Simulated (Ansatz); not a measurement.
# Pd (Fm-3m) in Ansatz: settings compared

The runs below take Pd through single point, relaxation of cell and atoms, with BHLYP, rPW86-PBE, PBE.

All numbers are computed with Ansatz 0.2.0; they aren't measurements. Logs are shortened: lines on timing, memory, paths and dates and some standing lists are left out, and cuts for length are marked.

## Step 1: Starting point

It takes space group Fm-3m (No. 225, cubic). Conventional cell: a = 3.893 Å, b = 3.893 Å, c = 3.893 Å, α = 90.00°, β = 90.00°, γ = 90.00°. Pd (site symmetry m-3m) has 12 Pd at 2.75 Å as nearest neighbours.

## Step 2: Single point, BHLYP

File input.yaml:

```yaml
crystal:
  lattice:
    - [0.0, 1.9465, 1.9465]
    - [1.9465, 0.0, 1.9465]
    - [1.9465, 1.9465, 0.0]
  atoms:
    - { symbol: Pd, position: [0.0, 0.0, 0.0] }
hamiltonian:
  xc: { name: BHLYP }
  pseudopotentials: { kind: paw }
kpoints:
  mp_grid: { grid: [7, 7, 7] }
scf:
  occupations: { method: fermi_dirac, width: 0.05 }
output:
  forces: true
  stress: true
  eigenvalues: true
  write_density: true
  write_potential: true
  elf: true
  volumetric_format: npy
```

Potentials or basis: Ansatz PAW.

Started as:

```sh
$ ansatz run input.yaml --threads 2 --pin off --max-ram 5632MiB --backend cpu --events-out ev --progress --plain --runs-dir out
```

Output:

```text
Warning: output.stress: scf.convergence.dr2_threshold = 1e-7 eV (the SCF's general default) is looser than the 1e-10 eV advised for a printed stress (1e-10 eV for each atom of the cell: 1). What an SCF threshold leaves in a stress goes as its square root, and in the free energy as the threshold itself, and one threshold admits the most on a small cell: of the crystals measured, under no hybrid functional and no lock of the moments, on runs that ended without the residual-converged pass, on stresses that held no estimate of that error, the worst erred by over 100 MPa in a component at 1e-7 eV an atom and by under 5 at 1e-10. Set scf.convergence.dr2_threshold to 1e-10 eV or tighter. The threshold is an SCF's pass mark: one that does not reach it within its budget of iterations ends unconverged, or closes short of it on a stop that the run arms, and scf.convergence.dr2_threshold's page says what that costs each kind of run
Warning: output.stress: scf.exx.energy_threshold = 1e-6 eV is looser than the 1e-8 eV advised for a stress under a hybrid functional (1e-8 eV for each atom of the cell: 1). Every SCF of the exchange loop can meet its threshold on dr2 while the loop round them stops early: no threshold on dr2 bounds what that leaves in the stress. Set scf.exx.energy_threshold to 1e-8 eV or tighter. The threshold is the loop's pass mark: a loop that does not reach it within its budget of cycles ends unconverged, and scf.exx.energy_threshold's page has the law
Warning: RAYON_NUM_THREADS=2 ignored (pool sized by the plan → 2); use --threads N
Engine: ansatz 0.2.0, x86_64-unknown-linux-gnu
Pseudopotentials: kind: paw
Pseudopotential: Pd, paw, valence charge 18, recommended cutoff 420 eV (normal), Pd.paw.azcp
Functional definition: BHLYP
  parameter a = 0.5
  exchange = (1 - a)*b88_x + a*exact_x
  correlation = lyp_c
Crystal: 1 atoms, lattice volume = 14.750 Å³
Basis set: ecut = 420 eV, 283 PW (Γ), exchange–correlation on 40×40×40 points (8 copies of the dense FFT grid, shifted against one another)
Bands: 13, of which v1, the nominal top of the filled ones, is band 9 counted from 1 (8 counted from 0)
Symmetry: 48 space group operations
Space group: Fm-3m (ITA 225), of the structure as read, at distance tolerance 2.5e-5 Å
k-points: 20 of 343
Non-local potential: Pd, projectors of the file, l = 0: 2, l = 1: 2, l = 2: 2, l = 3: 1
PAW form: soft (Blöchl's): semilocal exchange-correlation on the pseudo side does not see the compensation charge
PAW frozen core: Pd, regenerated for the run's functional, and the local potential with it (the file was generated under x = pbe(κ = 0.804, μ = 0.2195149727645171), c = pbe(β = 0.06672455060314922))
PAW one-centre angular grid: Pd, 590 points (default); XC on 64 Gauss nodes
Initial density: superposition of atomic densities (neutral atoms: chi_scale 0, normalization atom), corrected by the library's trained network
Initial wavefunctions: pseudopotential atomic-orbital guess
Functional: x = b88, c = lyp, warm-up for x = 0.5 b88 + 0.5 exact, c = lyp
SCF iter   1: F=—  HF=-6987.539580 eV  |F-HF|=—  |Δ(HF+E_count)|=         —  Δρ=1.58e-2  dr2=3.64e-2  ethr=1.77e-3  ⟨swp⟩=7.3  Hψ=1151  notcnv=0
preconditioner: auto → none  [metal: Δε(μ)=0.047 eV  Ē_g=14.368 eV  σ=0.050 eV  W_gap=0.23  n_scr=8 (ndim 8)  ℏωp=30.6 eV  f_vac=0.000  D(μ)=3.00/eV (n_scr^D=58)  sad-step TF]
SCF iter   2: F=—  HF=-6987.532148 eV  |F-HF|=—  |Δ(HF+E_count)|=   7.43e-3  Δρ=7.07e-3  dr2=5.90e-3  ethr=2.02e-4  ⟨swp⟩=2.4  Hψ=529  notcnv=0  defer=2
iter 3 solved again at ethr=1.93e-6 eV; its pass at ethr=3.28e-5 eV (dr2=3.48e-4 eV) is discarded
SCF iter   3: F=—  HF=-6987.531649 eV  |F-HF|=—  |Δ(HF+E_count)|=   4.99e-4  Δρ=1.71e-3  dr2=3.62e-4  ethr=1.93e-6  ⟨swp⟩=2.0  Hψ=927  notcnv=0
SCF iter   4: F=—  HF=-6987.531718 eV  |F-HF|=—  |Δ(HF+E_count)|=   6.88e-5  Δρ=3.16e-4  dr2=9.00e-6  ethr=1.93e-6  ⟨swp⟩=3.0  Hψ=549  notcnv=0
SCF iter   5: F=—  HF=-6987.531722 eV  |F-HF|=—  |Δ(HF+E_count)|=   4.08e-6  Δρ=1.60e-5  dr2=2.52e-8  ethr=5.00e-8  ⟨swp⟩=3.0  Hψ=524  notcnv=0
SCF iter   6: F=-6987.531722 eV  HF=-6987.531722 eV  |F-HF|=2.06e-10  |Δ(HF+E_count)|=   2.31e-8  Δρ=1.72e-6  dr2=2.38e-10  ethr=1.40e-10  ⟨swp⟩=3.7  Hψ=617  notcnv=0
SCF 1 converged in 6 iterations: F = -6987.531722 eV  dr2 = 2.38e-10
Initial density: handed on by an earlier stage of this run
Initial wavefunctions: those handed on with the density
[... 43 lines left out ...]
Frozen-core exchange: fock
SCF iter   1: F=—  HF=-6982.412549 eV  |F-HF|=—  |Δ(HF+E_count)|=         —  Δρ=8.49e-6  dr2=9.57e-9  ethr=1.87e-9  ⟨swp⟩=3.4  Hψ=562  notcnv=0
preconditioner: auto → none  [insulator: Δε(μ)=1.243 eV  Ē_g=19.473 eV  σ=0.050 eV  W_gap=0.71  n_scr=8 (ndim 8)  ℏωp=30.6 eV  f_vac=0.000  D(μ)=0.58/eV (n_scr^D=0)]
SCF iter   2: F=-6982.412549 eV  HF=-6982.412549 eV  |F-HF|=8.09e-11  |Δ(HF+E_count)|=   2.30e-9  Δρ=1.65e-6  dr2=1.40e-9  ethr=4.08e-11  ⟨swp⟩=3.0  Hψ=563  notcnv=0
SCF 6 converged in 2 iterations: F = -6982.412549 eV  dr2 = 1.40e-9
  Residual-converged pass: ⟨swp⟩=2.0  Hψ=437  notcnv=0  max |occ|·‖R‖ = 1.8e-6 eV (tolerance 2.4e-6 eV)  dr2=1.40e-9  dr2_onsite=3.37e-11  max |Δocc| = 2.9e-14
hybrid outer 5: dexx = +3.762e-9 eV, tail = 2.99e-9 eV, Δε = 2.51e-4 eV (about 7.33e-5 eV left of the loop's levels), ΔF = 8.08e-30 eV/Å (tail inf)
hybrid SCF converged: 5 outer / 22 inner (+6 warm-up), last move |dexx| = 3.76e-9 eV, tail = 2.99e-9 eV
Stability not checked: this state was not tested for a lower state beside it, because the functional holds exact exchange (a hybrid, or Hartree-Fock), whose exchange loop this test does not read (fock_operator; see scf.lower_state_search)
Free energy (F): -6982.412549 eV
Frozen-core exchange: fock
Harris-Foulkes:  -6982.412549 eV  (|F-HF|=8.09e-11)
Internal energy: -6982.408232 eV  (E = F + TS)
E sigma→0 (E₀):  -6982.410390 eV
Entropy (-TS):   -0.004317 eV (-4.317 meV/atom)
Fermi energy:    19.213395 eV
--- Per-component energies (eV) ---
  E_band       = -227.115978
  E_kinetic    = 519.400219
  E_local      = -1761.652429  (includes V_loc(G=0)·N_el)
  E_nonlocal   = 216.992081
  E_hartree    = 722.101541
  E_xc         = -89.134914
  E_vxc        = -111.169095  (∫ρ·V_xc dr)
  E_exx        = -157.249586  (= α·E_x^exact, valence–valence)
  E_paw        = -3684.560649  (= ΣΔE_a)
  E_vpaw       = -220.391450  (= ΣTr[D̂ρ^β])
  E_aug_tail   = 0.000221  (compensation charges beyond the density's cutoff)
  E_ewald      = -2747.316447
  E_core_change = -0.988268  (= ΣΔE_core)
  E_smearing   = -0.004317  (= −TS)
  E_closure    = 0.000000  (closes the sum)
  Σ components = -6982.412549   (vs F -6982.412549, Δ=0.00e0)
--- Forces (eV/Å), atoms counted from 1 ---
  atom   1  Pd     0.00000000    -0.00000000    -0.00000000
  max |Σ_I F_I| component: 8.15e-30 eV/Å
--- Stress (GPa, compression-positive) ---
        8.735001       0.000000       0.000000
        0.000000       8.735001       0.000000
        0.000000       0.000000       8.735001
  P = ⅓ Tr σ = 8.7350 GPa (87.350 kbar)
--- Band table (eV; the first three rows and the last of 20) ---
  k-point 0: bands = ["-74.4737", "-37.2188", "-37.2188", "-37.2188", "10.6378", "14.2317", "14.2317", "14.2317", "15.6566", "15.6566", "39.7860", "44.7810", "44.7810"]
  k-point 1: bands = ["-74.4610", "-37.3322", "-37.2402", "-37.2402", "11.4895", "14.0947", "14.4758", "14.4758", "15.6264", "15.6264", "40.4496", "41.6568", "45.7405"]
  k-point 2: bands = ["-74.4294", "-37.5753", "-37.2830", "-37.2830", "12.1039", "14.3320", "14.3320", "16.1639", "16.4902", "16.4902", "36.2926", "40.7111", "46.9842"]
  k-point 19: bands = ["-74.3792", "-37.6348", "-37.6048", "-37.4353", "12.3136", "13.3081", "14.5134", "15.7381", "19.2583", "30.2731", "31.0328", "33.7174", "36.7041"]
```

rho_z.tsv:

```text
# z_ang	rho[e/angstrom^3]
# format = ansatz-planar-average/11
# lattice	0.000000000	1.946500000	1.946500000
# lattice	1.946500000	0.000000000	1.946500000
# lattice	1.946500000	1.946500000	0.000000000
# sites	1
# site	46	0.000000000	0.000000000	0.000000000
0.000000	2.563594e0
0.137638	2.487472e0
0.275277	2.259276e0
0.412915	1.894824e0
0.550553	1.449360e0
0.688192	1.012088e0
[... 12 lines left out ...]
2.477490	2.259276e0
2.615128	2.487472e0
```

It took 15 s on 2 threads of Intel Xeon Platinum 8259CL at 2.50GHz (Skylake/Cascade Lake), shared host; peak memory 0.7 GiB.

Results:

```yaml
Free_energy: -6982.4125 eV
Pressure: 8.7 GPa
Band_gap_on_the_k_mesh: none (metal or under the smearing width)
```

Levels at points of the mesh, in eV from the Fermi level:
```csv
k point,band 5,band 6,band 7,band 8,band 9,band 10,band 11,band 12,band 13
"(0.00, 0.00, 0.00)",-8.58,-4.98,-4.98,-4.98,-3.56,-3.56,20.57,25.57,25.57
```

Caveat: the k mesh is coarse (spacing up to 0.40 Å⁻¹), so the values aren't converged, least of all with exact exchange; the pressure holds a Pulay correction of +0.7 GPa for the finite cutoff; the PAW data sets come from PBE, with cores solved anew for the run's functional, which leaves a small shift of forces and pressure; the thresholds are loose for stress.

## Step 3: Relaxation of cell and atoms, rPW86-PBE

File input.yaml:

```yaml
crystal:
  lattice:
    - [0.0, 1.9465, 1.9465]
    - [1.9465, 0.0, 1.9465]
    - [1.9465, 1.9465, 0.0]
  atoms:
    - { symbol: Pd, position: [0.0, 0.0, 0.0] }
hamiltonian:
  xc: { exchange: rpw86, correlation: pbe }
  pseudopotentials: { kind: paw }
kpoints:
  mp_grid: { grid: [12, 12, 12] }
scf:
  occupations: { method: fermi_dirac, width: 0.05 }
output:
  forces: true
  stress: true
relax:
  f_tol: 0.01
  max_steps: 40
  cell: { stress_tol: 0.05 }
```

Potentials or basis: Ansatz PAW.

Started as:

```sh
$ ansatz run input.yaml --threads 2 --pin off --max-ram 5120MiB --backend cpu --events-out ev --progress --plain --runs-dir out
```

Wall time 2 s (2 threads of Intel Xeon Platinum 8488C (Sapphire Rapids), shared host); peak memory 0.36 GiB.

The run converged. Its results:

```yaml
Free_energy: -7017.7948 eV
Relaxed_volume: 16.26 Å³/atom
Relaxed_cell: a = 2.844 Å, b = 2.844 Å, c = 2.844 Å, α = 60.00°, β = 60.00°, γ = 60.00°
Space_group_after_relaxing_to_0.05_Å: Fm-3m (No. 225)
Energy_gained_by_relaxing: 76.9 meV/atom
Ionic_steps: 7
Pressure_after_relaxing: 0.0 GPa
```

Step by step:
```
step  energy change (eV)  largest force (eV/Å)  volume (Å³)
   1              0.0000                0.0000        14.75
   2             -0.0612                0.0000        17.03
   3             -0.0751                0.0000        16.42
   4             -0.0759                0.0000        16.27
   5             -0.0769                0.0000        16.27
   6             -0.0769                0.0000        16.26
   7             -0.0769                0.0000        16.26
```

Final structure:
```yaml
crystal:
  lattice:
    - [0.00000, 2.01095, 2.01095]
    - [2.01095, 0.00000, 2.01095]
    - [2.01095, 2.01095, 0.00000]
  atoms:
    - { symbol: Pd, position: [0.00000, 0.00000, 0.00000] }
```

Caveat: the plane-wave basis is chosen anew once the cell has moved, so the energies of steps on either side of that aren't comparable; the volume moved by +10 % from the deposited cell, more than functionals usually miss; the PAW data sets come from PBE, with cores solved anew for the run's functional, which leaves a small shift of forces and pressure. Zero-point motion and thermal expansion aren't in these numbers.

## Step 4: Single point, PBE

File input.yaml:

```yaml
crystal:
  lattice:
    - [0.0, 1.9465, 1.9465]
    - [1.9465, 0.0, 1.9465]
    - [1.9465, 1.9465, 0.0]
  atoms:
    - { symbol: Pd, position: [0.0, 0.0, 0.0] }
hamiltonian:
  xc: pbe
  pseudopotentials: { kind: paw }
kpoints:
  mp_grid: { grid: [12, 12, 12] }
scf:
  occupations: { method: fermi_dirac, width: 0.05 }
basis:
  ecutwfc: "600 eV"
output:
  forces: true
  stress: true
  eigenvalues: true
```

Potentials or basis: Ansatz PAW.

Started as:

```sh
$ ansatz run input.yaml --threads 2 --pin off --max-ram 5120MiB --backend cpu --events-out ev --progress --plain --runs-dir out
```

Output:

```text
Warning: RAYON_NUM_THREADS=2 ignored (pool sized by the plan → 2); use --threads N
Engine: ansatz 0.2.0, x86_64-unknown-linux-gnu
Pseudopotentials: kind: paw
Pseudopotential: Pd, paw, valence charge 18, recommended cutoff 420 eV (normal), Pd.paw.azcp
Functional definition: PBE
  parameter kappa = 0.804
  parameter beta = 0.06672455060314922
  exchange = pbe_x(kappa = kappa, mu = beta*pi^2/3)
  correlation = pbe_c(beta = beta)
Crystal: 1 atoms, lattice volume = 14.750 Å³
Basis set: ecut = 600 eV, 531 PW (Γ), exchange–correlation on 48×48×48 points (8 copies of the dense FFT grid, shifted against one another)
Bands: 13, of which v1, the nominal top of the filled ones, is band 9 counted from 1 (8 counted from 0)
Symmetry: 48 space group operations
Space group: Fm-3m (ITA 225), of the structure as read, at distance tolerance 2.5e-5 Å
k-points: 72 of 1728
Non-local potential: Pd, projectors of the file, l = 0: 2, l = 1: 2, l = 2: 2, l = 3: 1
PAW form: soft (Blöchl's): semilocal exchange-correlation on the pseudo side does not see the compensation charge
PAW one-centre angular grid: Pd, 590 points (default); XC on 64 Gauss nodes
Initial density: superposition of atomic densities (neutral atoms: chi_scale 0, normalization atom), corrected by the library's trained network
Initial wavefunctions: pseudopotential atomic-orbital guess
Functional: x = pbe(κ = 0.804, μ = 0.2195149727645171), c = pbe(β = 0.06672455060314922)
SCF iter   1: F=—  HF=-6972.853221 eV  |F-HF|=—  |Δ(HF+E_count)|=         —  Δρ=4.44e-3  dr2=9.06e-4  ethr=1.77e-3  ⟨swp⟩=5.7  Hψ=5374  notcnv=0
preconditioner: auto → none  [metal: Δε(μ)=0.006 eV  Ē_g=14.306 eV  σ=0.050 eV  W_gap=0.03  n_scr=8 (ndim 8)  ℏωp=30.6 eV  f_vac=0.000  D(μ)=2.48/eV (n_scr^D=50)  sad-step TF]
SCF iter   2: F=—  HF=-6972.853297 eV  |F-HF|=—  |Δ(HF+E_count)|=   7.63e-5  Δρ=2.24e-3  dr2=1.77e-4  ethr=5.03e-6  ⟨swp⟩=1.5  Hψ=1627  notcnv=0
SCF iter   3: F=—  HF=-6972.853362 eV  |F-HF|=—  |Δ(HF+E_count)|=   6.45e-5  Δρ=4.96e-4  dr2=3.25e-5  ethr=9.81e-7  ⟨swp⟩=1.1  Hψ=963  notcnv=0
SCF iter   4: F=—  HF=-6972.853355 eV  |F-HF|=—  |Δ(HF+E_count)|=   6.37e-6  Δρ=1.10e-4  dr2=7.06e-7  ethr=1.81e-7  ⟨swp⟩=2.0  Hψ=1258  notcnv=0
iter 5 did not close the SCF: its close was put off for the readings that it lacked (scf_convergence_deferred on its scf_iter line)
SCF iter   5: F=-6972.853356 eV  HF=-6972.853356 eV  |F-HF|=1.38e-8  |Δ(HF+E_count)|=   3.95e-7  Δρ=2.85e-5  dr2=3.08e-8  ethr=3.92e-9  ⟨swp⟩=2.1  Hψ=1488  notcnv=0
SCF iter   6: F=-6972.853356 eV  HF=-6972.853356 eV  |F-HF|=7.99e-10  |Δ(HF+E_count)|=   8.39e-9  Δρ=7.80e-6  dr2=2.53e-9  ethr=1.71e-10  ⟨swp⟩=1.9  Hψ=2892  notcnv=0
SCF 1 converged in 6 iterations: F = -6972.853356 eV  dr2 = 2.53e-9
SCF converged after 6 iterations
Free energy (F): -6972.853356 eV
Harris-Foulkes:  -6972.853356 eV  (|F-HF|=7.99e-10)
Internal energy: -6972.833774 eV  (E = F + TS)
E sigma→0 (E₀):  -6972.843565 eV
Entropy (-TS):   -0.019582 eV (-19.582 meV/atom)
Fermi energy:    19.786535 eV
--- Per-component energies (eV) ---
  E_band       = -136.675072
  E_kinetic    = 514.176864
  E_local      = -1748.543839  (includes V_loc(G=0)·N_el)
  E_nonlocal   = 216.836160
  E_hartree    = 711.083285
  E_xc         = -168.950152
  E_vxc        = -212.003185  (∫ρ·V_xc dr)
  E_paw        = -3750.119678  (= ΣΔE_a)
  E_vpaw       = -329.307876  (= ΣTr[D̂ρ^β])
  E_aug_tail   = 0.000033  (compensation charges beyond the density's cutoff)
  E_ewald      = -2747.316447
  E_smearing   = -0.019582  (= −TS)
  E_closure    = 0.000000  (closes the sum)
  Σ components = -6972.853356   (vs F -6972.853356, Δ=0.00e0)
--- Forces (eV/Å), atoms counted from 1 ---
  atom   1  Pd     0.00000000     0.00000000    -0.00000000
  max |Σ_I F_I| component: 4.31e-32 eV/Å
--- Stress (GPa, compression-positive) ---
        6.901820      -0.000000       0.000000
       -0.000000       6.901820      -0.000000
        0.000000      -0.000000       6.901820
  P = ⅓ Tr σ = 6.9018 GPa (69.018 kbar)
--- Band table (eV; the first three rows and the last of 72) ---
  k-point 0: bands = ["-64.3340", "-29.8320", "-29.8320", "-29.8320", "12.6625", "16.9638", "16.9638", "16.9638", "18.5755", "18.5755", "36.8303", "41.5396", "41.5396"]
  k-point 1: bands = ["-64.3303", "-29.8600", "-29.8360", "-29.8360", "12.9136", "16.8780", "17.0487", "17.0487", "18.5366", "18.5366", "37.0835", "40.1122", "41.8299"]
  k-point 2: bands = ["-64.3204", "-29.9363", "-29.8468", "-29.8468", "13.5926", "16.7302", "17.2205", "17.2205", "18.5110", "18.5110", "36.9649", "38.1447", "42.5953"]
  k-point 71: bands = ["-64.2615", "-30.1043", "-30.1043", "-29.9891", "15.4778", "16.4215", "16.4215", "18.4797", "20.0984", "28.7208", "28.7208", "30.1563", "31.4183"]
```

Run time: 0.5 s. Hardware: 2 threads of Intel Xeon Platinum 8488C (Sapphire Rapids), shared host; peak memory 0.35 GiB.

What came out:

```yaml
Free_energy: -6972.8534 eV
Pressure: 6.9 GPa
Band_gap_on_the_k_mesh: none (metal or under the smearing width)
```

## Step 5: The runs side by side

| task | level | cell | k mesh | cutoff (eV) | mesh quality | gap on the mesh (eV) | pressure (GPa) |
| --- | --- | --- | --- | --- | --- | --- | --- |
| single point | BHLYP | as given | 7 × 7 × 7 | 420 | coarse | none | 8.7 |
| relaxation of cell and atoms | rPW86-PBE | relaxed | 12 × 12 × 12 | 420 | not flagged | - | 0.0 |
| single point | PBE | as given | 12 × 12 × 12 | 600 | not flagged | none | 6.9 |

Alike in all rows: potentials or basis Ansatz PAW; no spin polarisation; smearing fermi-dirac 0.05 eV.

Caveats: some runs use coarse meshes; the PAW data sets come from PBE, with cores solved anew for the run's functional, which leaves a small shift of forces and pressure (some runs); the thresholds are loose for stress (some runs); the plane-wave basis is chosen anew once the cell has moved, so the energies of steps on either side of that aren't comparable (some runs); the volume moved by +10 % from the deposited cell, more than functionals usually miss (some runs).

Total energies depend on the potentials used, so only differences within one code and one set of settings carry meaning.
